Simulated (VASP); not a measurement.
# PbS (Galena) (Fm-3m) in VASP: a series of runs

The runs below take PbS (Galena) through relaxation of cell and atoms, relaxation of the atoms, with PBE, PBEsol.

Everything below comes from runs of VASP 6.6.1. Logs are shortened: lines on timing, memory, paths and dates and some standing lists are left out, and cuts for length are marked.

## Step 1: Starting point

Symmetry: Fm-3m, No. 225, cubic system. The conventional cell has a = 6.007 Å, b = 6.007 Å, c = 6.007 Å, α = 90.00°, β = 90.00°, γ = 90.00°. Pb (site symmetry m-3m) is surrounded by 6 S at 3.00 Å. S (site symmetry m-3m) is surrounded by 6 Pb at 3.00 Å.

## Step 2: Relaxation of cell and atoms, PBE

Contents of INCAR:

```
SYSTEM = PbS
ALGO = Normal
EDIFF = 1E-7
EDIFFG = -0.005
ENCUT = 600
GGA = PE
IBRION = 2
ISIF = 3
ISMEAR = 0
LASPH = .TRUE.
LCHARG = .FALSE.
LREAL = .FALSE.
LWAVE = .FALSE.
NELM = 80
NSW = 90
PREC = Accurate
SIGMA = 0.03
```

Contents of KPOINTS:

```
k-points
0
G
  8 8 8
  0 0 0
```

Contents of POSCAR:

```
PbS                                     
1.0
    0.0000000000      3.0037265205      3.0037265205
    3.0037265205     -0.0000000000      3.0037265205
    3.0037265205      3.0037265205      0.0000000000
  Pb              S             
     1     1
Direct
     0.0000000000000000    0.0000000000000000    0.0000000000000000
     0.5000000000000000    0.5000000000000000    0.5000000000000000
```

Potentials or basis: VASP PAW PBE potentials, release 64 (Pb_d, S).

Started as:

```console
$ cat potpaw_PBE.64/Pb_d/POTCAR potpaw_PBE.64/S/POTCAR > POTCAR
$ mpirun -np 1 vasp_std > vasp.out
```

OUTCAR:

```text
SYSTEM = PbS
   EDIFF = 1E-7
   EDIFFG = -0.005
   ENCUT = 600
   GGA = PE
   IBRION = 2
   ISIF = 3
   ISMEAR = 0
   LASPH = .TRUE.
   LREAL = .FALSE.
   NELM = 80
   NSW = 90
   PREC = Accurate

 ion  position               nearest neighbor table
   1  0.000  0.000  0.000-   2 3.00   2 3.00   2 3.00   2 3.00   2 3.00   2 3.00
   2  0.500  0.500  0.500-   1 3.00   1 3.00   1 3.00   1 3.00   1 3.00   1 3.00

  LATTYP: Found a face centered cubic cell.
 ALAT       =     6.0074530410

  Lattice vectors:

 A1 = (   0.0000000000,   3.0037265205,   3.0037265205)
 A2 = (   3.0037265205,   0.0000000000,   3.0037265205)
 A3 = (   3.0037265205,   3.0037265205,   0.0000000000)

Analysis of symmetry for initial positions (statically):
=====================================================================
 Subroutine PRICEL returns:
 Original cell was already a primitive cell.

 Routine SETGRP: Setting up the symmetry group for a
 face centered cubic supercell.

 Subroutine GETGRP returns: Found 48 space group operations
 (whereof 48 operations were pure point group operations)
 out of a pool of 48 trial point group operations.

The static configuration has the point symmetry O_h .

Analysis of symmetry for dynamics (positions and initial velocities):
=====================================================================
 Subroutine PRICEL returns:
 Original cell was already a primitive cell.

 Routine SETGRP: Setting up the symmetry group for a
 face centered cubic supercell.

 Subroutine GETGRP returns: Found 48 space group operations
 (whereof 48 operations were pure point group operations)
 out of a pool of 48 trial point group operations.

The dynamic configuration has the point symmetry O_h .

 Subroutine INISYM returns: Found 48 space group operations
 (whereof 48 operations are pure point group operations),
 and found     1 'primitive' translations

----------------------------------------------------------------------------------------

                                     Primitive cell

  volume of cell :      54.2015

  direct lattice vectors                    reciprocal lattice vectors
     0.000000000  3.003726520  3.003726520    -0.166459895  0.166459895  0.166459895
     3.003726520  0.000000000  3.003726520     0.166459895 -0.166459895  0.166459895
     3.003726520  3.003726520  0.000000000     0.166459895  0.166459895 -0.166459895

  length of vectors
     4.247910783  4.247910783  4.247910783     0.288316995  0.288316995  0.288316995

  position of ions in fractional coordinates (direct lattice)
     0.000000000  0.000000000  0.000000000
     0.500000000  0.500000000  0.500000000

  ion indices of the primitive-cell ions
   primitive index   ion index
                 1           1
                 2           2

----------------------------------------------------------------------------------------

 KPOINTS: k-points

Automatic generation of k-mesh.
 Grid dimensions read from file:
 generate k-points for:    8    8    8

 Generating k-lattice:

  Cartesian coordinates                     Fractional coordinates (reciprocal lattice)
    -0.020807487  0.020807487  0.020807487     0.125000000  0.000000000  0.000000000
     0.020807487 -0.020807487  0.020807487     0.000000000  0.125000000  0.000000000
     0.020807487  0.020807487 -0.020807487     0.000000000  0.000000000  0.125000000

  Length of vectors
     0.036039624  0.036039624  0.036039624

  Shift w.r.t. Gamma in fractional coordinates (k-lattice)
     0.000000000  0.000000000  0.000000000

 Subroutine IBZKPT returns following result:
 ===========================================

 Found     29 irreducible k-points:

 Following reciprocal coordinates:
            Coordinates               Weight
  0.000000  0.000000  0.000000      1.000000
  0.125000  0.000000  0.000000      8.000000
  0.250000  0.000000  0.000000      8.000000
  0.375000  0.000000  0.000000      8.000000
  0.500000  0.000000  0.000000      4.000000
  0.125000  0.125000  0.000000      6.000000
[... 16 lines left out ...]
[... 43 lines left out ...]

 E-fermi :   5.4165     XC(G=0):  -9.5040

 val. band max:        5.2905291021   @ k =   0.5000   0.0000   0.0000
 cond. band min:       5.7876464162   @ k =   0.5000   0.0000   0.0000
 fundamental gap:      0.4971173141
 Fermi energy:         5.4164677730

 k-point     1 :       0.0000    0.0000    0.0000
  band No.  band energies     occupation
      1     -11.4384      2.00000
      2     -11.4384      2.00000
      3     -11.4384      2.00000
      4     -11.4210      2.00000
      5     -11.4210      2.00000
      6      -7.9312      2.00000
      7      -0.7760      2.00000
      8       3.3429      2.00000
      9       3.3429      2.00000
     10       3.3429      2.00000
     11      10.4279      0.00000
     12      10.4279      0.00000
     13      10.4279      0.00000
     14      12.1549      0.00000

 k-point     2 :       0.1250    0.0000    0.0000
  band No.  band energies     occupation
      1     -11.4376      2.00000
      2     -11.4355      2.00000
      3     -11.4355      2.00000
      4     -11.4219      2.00000
      5     -11.4219      2.00000
      6      -7.8061      2.00000
      7      -1.1703      2.00000
      8       3.3816      2.00000
      9       3.3816      2.00000
     10       3.6318      2.00000
     11       9.2771      0.00000
     12       9.7110      0.00000
     13       9.7110      0.00000
     14      12.0787      0.00000

 k-point     3 :       0.2500    0.0000    0.0000
  band No.  band energies     occupation
      1     -11.4389      2.00000
      2     -11.4389      2.00000
      3     -11.4362      2.00000
      4     -11.4137      2.00000
      5     -11.4137      2.00000
      6      -7.4605      2.00000
      7      -2.0415      2.00000
      8       3.4915      2.00000
      9       3.4915      2.00000
     10       4.2215      2.00000
     11       7.6970      0.00000
     12       8.5671      0.00000
     13       8.5671      0.00000
     14      12.2413      0.00000
[... 324 lines left out ...]
 k-point    23 :       0.5000    0.2500    0.1250
  band No.  band energies     occupation
      1     -11.4732      2.00000
      2     -11.4354      2.00000
      3     -11.4300      2.00000
      4     -11.4084      2.00000
      5     -11.3986      2.00000
      6      -6.7786      2.00000
      7      -2.7207      2.00000
      8       2.1340      2.00000
      9       2.8680      2.00000
     10       4.2343      2.00000
     11       7.2073      0.00000
     12       8.5205      0.00000
     13       9.4323      0.00000
     14      12.4096      0.00000

 k-point    24 :      -0.3750    0.2500    0.1250
  band No.  band energies     occupation
      1     -11.4779      2.00000
      2     -11.4366      2.00000
      3     -11.4232      2.00000
      4     -11.4127      2.00000
      5     -11.3948      2.00000
      6      -6.5849      2.00000
      7      -2.9630      2.00000
      8       2.1271      2.00000
      9       2.5208      2.00000
     10       4.4050      2.00000
     11       6.9462      0.00000
     12       8.7299      0.00000
     13       9.3137      0.00000
     14      13.3476      0.00000

 [... further k-points ...]
[... 5 lines left out ...]
  --------------------------------------------------------------------------------------
  -------------------------------------------------------------------------------------
  Total        0.0060768      0.0060768      0.0060768     -0.0000000     -0.0000000      0.0000000
  in kB        0.1796285      0.1796285      0.1796285     -0.0000000     -0.0000000      0.0000000
  external PRESSURE =       0.1796285 kB  Pullay stress =       0.0000000 kB

 VOLUME and BASIS-vectors are now :
 -----------------------------------------------------------------------------
  energy-cutoff  :      600.00
  volume of cell :       54.20
      direct lattice vectors                 reciprocal lattice vectors
     0.000000000  3.003726520  3.003726520    -0.166459895  0.166459895  0.166459895
     3.003726520  0.000000000  3.003726520     0.166459895 -0.166459895  0.166459895
     3.003726520  3.003726520  0.000000000     0.166459895  0.166459895 -0.166459895

 POSITION                                       TOTAL-FORCE (eV/Angst)
 -----------------------------------------------------------------------------------
      0.00000      0.00000      0.00000        -0.000000      0.000000      0.000000
      3.00373      3.00373      3.00373         0.000000     -0.000000     -0.000000
 -----------------------------------------------------------------------------------
    total drift:                                0.000000      0.000000      0.000000

  FREE ENERGIE OF THE ION-ELECTRON SYSTEM (eV)
  ---------------------------------------------------
  free  energy   TOTEN  =        -8.7701039736 eV

  energy  without entropy=       -8.7701039736  energy(sigma->0) =       -8.77010397

 reached required accuracy - stopping structural energy minimisation
```

Wall time 17 s (1 thread of AMD EPYC 9R45 (Zen 5), shared host); peak memory 0.18 GiB.

What came out:

* Free energy: -8.7701 eV
* Pressure after relaxing: 0.0 GPa
* Band gap on the k mesh: 0.50 eV, direct

Final structure:
```
CELL_PARAMETERS angstrom
0.00000 3.00373 3.00373
3.00373 0.00000 3.00373
3.00373 3.00373 0.00000
ATOMIC_POSITIONS crystal
Pb 0.00000 0.00000 0.00000
S 0.50000 0.50000 0.50000
```

Levels at points of the mesh, in eV from the valence-band top:
| k point | band 7 | band 8 | band 9 | band 10 | band 11 | band 12 | band 13 | band 14 |
| --- | --- | --- | --- | --- | --- | --- | --- | --- |
| (0.00, 0.00, 0.00) | -6.07 | -1.95 | -1.95 | -1.95 | 5.14 | 5.14 | 5.14 | 6.86 |
| (0.50, 0.00, 0.00) | -8.59 | -1.59 | -1.59 | 0.00 | 0.50 | 2.08 | 2.08 | 8.65 |
| (0.50, 0.50, 0.00) | -7.11 | -4.83 | -3.16 | -3.16 | 4.07 | 5.49 | 5.58 | 5.58 |

Caveat: the relaxation stopped at its first step, so nothing moved; spin-orbit coupling is left out, which as a rule narrows the gap of such compounds by several tenths of an eV. A k mesh can miss the band edges.

## Step 3: Relaxation of cell and atoms, PBEsol

This run uses another cell than the first one, of 26.09 Å³/atom, 0.963 times its volume.

Contents of INCAR:

```
PREC = Accurate ; ENCUT = 600
EDIFF = 1E-6 ; ISMEAR = 0
SIGMA = 0.03 ; LREAL = F
LASPH = T ; NELM = 80
ALGO = Normal ; ISIF = 3
LWAVE = F ; LCHARG = F
GGA = PS ; IBRION = 2
NSW = 90 ; EDIFFG = -0.01
```

Contents of KPOINTS:

```
Automatic mesh
0
Gamma
  8 8 8
```

Contents of POSCAR:

```
PbS
1.0
    0.0000000000      2.9657500000      2.9657500000
    2.9657500000      0.0000000000      2.9657500000
    2.9657500000      2.9657500000      0.0000000000
Pb S
1 1
Direct
    0.0000000000      0.0000000000      0.0000000000
    0.5000000000      0.5000000000      0.5000000000
```

Potentials or basis: VASP PAW PBE potentials, release 64 (Pb_d, S).

Started as:

```console
$ cat potpaw_PBE.64/Pb_d/POTCAR potpaw_PBE.64/S/POTCAR > POTCAR
$ mpirun -np 1 vasp_std > vasp.out
```

Run time: 38 s. Hardware: 1 thread of Intel Xeon 6975P-C (Granite Rapids), shared host; peak memory 0.21 GiB.

It converged, with:

* Free energy: -9.4579 eV
* Relaxed volume: 25.72 Å³/atom
* Relaxed cell: a = 4.174 Å, b = 4.174 Å, c = 4.174 Å, α = 60.00°, β = 60.00°, γ = 60.00°
* Space group after relaxing (to 0.05 Å): Fm-3m (No. 225)
* Energy gained by relaxing: 1.0 meV/atom
* Ionic steps: 3
* Pressure after relaxing: 0.0 GPa
* Band gap on the k mesh: 0.20 eV, direct

The path:
```csv
step,energy change (eV),largest force (eV/Å),pressure (GPa),volume (Å³)
1,0.0000,0.0000,-0.85,52.17
2,-0.0016,0.0000,0.35,51.14
3,-0.0020,0.0000,0.01,51.44
```

Final structure:
```
Pb S
1.0
     0.00000    2.95175    2.95175
     2.95175    0.00000    2.95175
     2.95175    2.95175    0.00000
Pb S
1 1
Direct
  0.00000 0.00000 0.00000
  0.50000 0.50000 0.50000
```

Levels at points of the mesh, in eV from the valence-band top:
| k point | band 7 | band 8 | band 9 | band 10 | band 11 | band 12 | band 13 | band 14 |
| --- | --- | --- | --- | --- | --- | --- | --- | --- |
| (0.00, 0.00, 0.00) | -6.05 | -2.26 | -2.26 | -2.26 | 5.19 | 5.19 | 5.19 | 6.59 |
| (0.50, 0.00, 0.00) | -9.00 | -1.85 | -1.85 | 0.00 | 0.20 | 1.85 | 1.85 | 8.49 |
| (0.50, 0.50, 0.00) | -7.28 | -5.40 | -3.58 | -3.58 | 3.64 | 5.56 | 5.68 | 5.68 |

Caveat: the PAW data sets were made with another functional, which shifts forces and pressure a little; spin-orbit coupling is left out, which as a rule narrows the gap of such compounds by several tenths of an eV. A k mesh can miss the band edges.

## Step 4: Relaxation of cell and atoms, PBEsol

This run uses another cell than the first one, of 25.72 Å³/atom, 0.949 times its volume.

Contents of INCAR:

```
PREC = Accurate ; ENCUT = 600
EDIFF = 1E-7 ; ISMEAR = 0
SIGMA = 0.03 ; LREAL = F
LASPH = T ; NELM = 80
ALGO = Normal ; ISIF = 3
LWAVE = F ; LCHARG = F
GGA = PS ; IBRION = 2
NSW = 90 ; EDIFFG = -0.005
```

KPOINTS is that of step 3.

Contents of POSCAR:

```
PbS                                     
1.0
    0.0000000000      2.9517488637      2.9517488637
    2.9517488637      0.0000000000      2.9517488637
    2.9517488637      2.9517488637     -0.0000000000
  Pb              S             
     1     1
Direct
     0.0000000000000000    0.0000000000000000    0.0000000000000000
     0.5000000000000000    0.5000000000000000    0.5000000000000000
```

Started as:

```console
$ cat potpaw_PBE.64/Pb_d/POTCAR potpaw_PBE.64/S/POTCAR > POTCAR
$ mpirun -np 1 vasp_std > vasp.out
```

Wall time 17 s (1 thread of Intel Xeon 6975P-C (Granite Rapids), shared host); peak memory 0.2 GiB.

The run converged. Its results:

```yaml
Free_energy: -9.4578 eV
Pressure_after_relaxing: 0.0 GPa
Band_gap_on_the_k_mesh: 0.20 eV, direct
```

Final structure:
```
Pb S
1.0
     0.00000    2.95175    2.95175
     2.95175    0.00000    2.95175
     2.95175    2.95175    0.00000
Pb S
1 1
Direct
  0.00000 0.00000 0.00000
  0.50000 0.50000 0.50000
```

Levels at points of the mesh, in eV from the valence-band top:
| k point | band 8 | band 9 | band 10 | band 11 | band 12 | band 13 |
| --- | --- | --- | --- | --- | --- | --- |
| (0.00, 0.00, 0.00) | -2.26 | -2.26 | -2.26 | 5.19 | 5.19 | 5.19 |
| (0.50, 0.00, 0.00) | -1.85 | -1.85 | 0.00 | 0.20 | 1.85 | 1.85 |
| (0.50, 0.50, 0.00) | -5.40 | -3.58 | -3.58 | 3.64 | 5.56 | 5.68 |

Caveat: the relaxation stopped at its first step, so nothing moved; the PAW data sets were made with another functional, which shifts forces and pressure a little; spin-orbit coupling is left out, which as a rule narrows the gap of such compounds by several tenths of an eV. A k mesh can miss the band edges.

## Step 5: Relaxation of the atoms, PBEsol (a relaxed cell with its volume scaled by 0.94)

Contents of INCAR:

```
PREC = Accurate ; ENCUT = 600
EDIFF = 1E-7 ; ISMEAR = 0
SIGMA = 0.03 ; LREAL = F
LASPH = T ; NELM = 80
ALGO = Normal ; ISIF = 2
LWAVE = F ; LCHARG = F
GGA = PS ; IBRION = 2
NSW = 40 ; EDIFFG = -0.01
```

KPOINTS is that of step 4.

Contents of POSCAR:

```
PbS                                     
1.0
    0.0000000000      2.8914921833      2.8914921833
    2.8914921833      0.0000000000      2.8914921833
    2.8914921833      2.8914921833      0.0000000000
  Pb              S             
     1     1
Direct
     0.0000000000000000    0.0000000000000000    0.0000000000000000
     0.5000000000000000    0.5000000000000000    0.5000000000000000
```

Started as:

```console
$ cat potpaw_PBE.64/Pb_d/POTCAR potpaw_PBE.64/S/POTCAR > POTCAR
$ mpirun -np 1 vasp_std > vasp.out
```

Run time: 17 s. Hardware: 1 thread of Intel Xeon 6975P-C (Granite Rapids), shared host; peak memory 0.2 GiB.

Results (log left out):

```yaml
Free_energy: -9.4198 eV
Pressure_after_relaxing: 4.0 GPa
Band_gap_on_the_k_mesh: 0.06 eV, direct
```

Final structure:
```
Pb S
1.0
     0.00000    2.89149    2.89149
     2.89149    0.00000    2.89149
     2.89149    2.89149    0.00000
Pb S
1 1
Direct
  0.00000 0.00000 0.00000
  0.50000 0.50000 0.50000
```

Levels at points of the mesh, in eV from the valence-band top:
| k point | band 7 | band 8 | band 9 | band 10 | band 11 | band 12 | band 13 | band 14 |
| --- | --- | --- | --- | --- | --- | --- | --- | --- |
| (0.00, 0.00, 0.00) | -5.96 | -2.61 | -2.61 | -2.61 | 5.34 | 5.34 | 5.34 | 6.40 |
| (0.50, 0.00, 0.00) | -9.43 | -2.15 | -2.15 | 0.00 | 0.06 | 1.66 | 1.66 | 8.54 |
| (0.50, 0.50, 0.00) | -7.41 | -5.99 | -4.03 | -4.03 | 3.33 | 5.73 | 5.89 | 5.89 |

Caveat: the relaxation stopped at its first step, so nothing moved; the PAW data sets were made with another functional, which shifts forces and pressure a little; spin-orbit coupling is left out, which as a rule narrows the gap of such compounds by several tenths of an eV. A k mesh can miss the band edges.

## Step 6: Relaxation of the atoms, PBEsol (a relaxed cell with its volume scaled by 0.96)

INCAR is that of step 5.

KPOINTS is that of step 5.

Contents of POSCAR:

```
PbS                                     
1.0
    0.0000000000      2.9118554752      2.9118554752
    2.9118554752      0.0000000000      2.9118554752
    2.9118554752      2.9118554752      0.0000000000
  Pb              S             
     1     1
Direct
     0.0000000000000000    0.0000000000000000    0.0000000000000000
     0.5000000000000000    0.5000000000000000    0.5000000000000000
```

Potentials or basis: VASP PAW PBE potentials, release 64 (Pb_d, S).

Started as:

```console
$ cat potpaw_PBE.64/Pb_d/POTCAR potpaw_PBE.64/S/POTCAR > POTCAR
$ mpirun -np 1 vasp_std > vasp.out
```

It took 17 s on 1 thread of Intel Xeon 6975P-C (Granite Rapids), shared host; peak memory 0.2 GiB.

The run converged. Its results:

| Quantity | Value |
| --- | --- |
| Free energy | -9.4412 eV |
| Pressure after relaxing | 2.6 GPa |
| Band gap on the k mesh | 0.03 eV, direct |

Final structure:
```yaml
crystal:
  lattice:
    - [0.00000, 2.91186, 2.91186]
    - [2.91186, 0.00000, 2.91186]
    - [2.91186, 2.91186, 0.00000]
  atoms:
    - { symbol: Pb, position: [0.00000, 0.00000, 0.00000] }
    - { symbol: S, position: [0.50000, 0.50000, 0.50000] }
```

Levels at points of the mesh, in eV from the valence-band top:
```tsv
k point	band 7	band 8	band 9	band 10	band 11	band 12	band 13	band 14
(0.00, 0.00, 0.00)	-6.03	-2.52	-2.52	-2.52	5.25	5.25	5.25	6.43
(0.50, 0.00, 0.00)	-9.32	-2.08	-2.08	0.00	0.03	1.69	1.69	8.49
(0.50, 0.50, 0.00)	-7.40	-5.82	-3.91	-3.91	3.40	5.64	5.78	5.78
```

Caveat: the relaxation stopped at its first step, so nothing moved; the PAW data sets were made with another functional, which shifts forces and pressure a little; spin-orbit coupling is left out, which as a rule narrows the gap of such compounds by several tenths of an eV. A k mesh can miss the band edges.

## Step 7: Overview

| task | level | cell | gap on the mesh (eV) | pressure (GPa) |
| --- | --- | --- | --- | --- |
| relaxation of cell and atoms | PBE | relaxed | 0.50 | 0.0 |
| relaxation of cell and atoms | PBEsol | relaxed | 0.20 | 0.0 |
| relaxation of the atoms | PBEsol | atoms relaxed from: a relaxed cell with its volume scaled by 0.94 | 0.06 | 4.0 |
| relaxation of the atoms | PBEsol | atoms relaxed from: a relaxed cell with its volume scaled by 0.96 | 0.03 | 2.6 |

Alike in all rows: potentials or basis VASP PAW PBE potentials, release 64 (Pb_d, S); no spin polarisation; k mesh 8 × 8 × 8; cutoff (eV) 600; smearing gaussian 0.03 eV.

Caveats: the relaxation stopped at its first step, so nothing moved; spin-orbit coupling is left out, which as a rule narrows the gap of such compounds by several tenths of an eV; the PAW data sets were made with another functional, which shifts forces and pressure a little (some runs).

Total energies depend on the potentials used, so only differences within one code and one set of settings carry meaning.
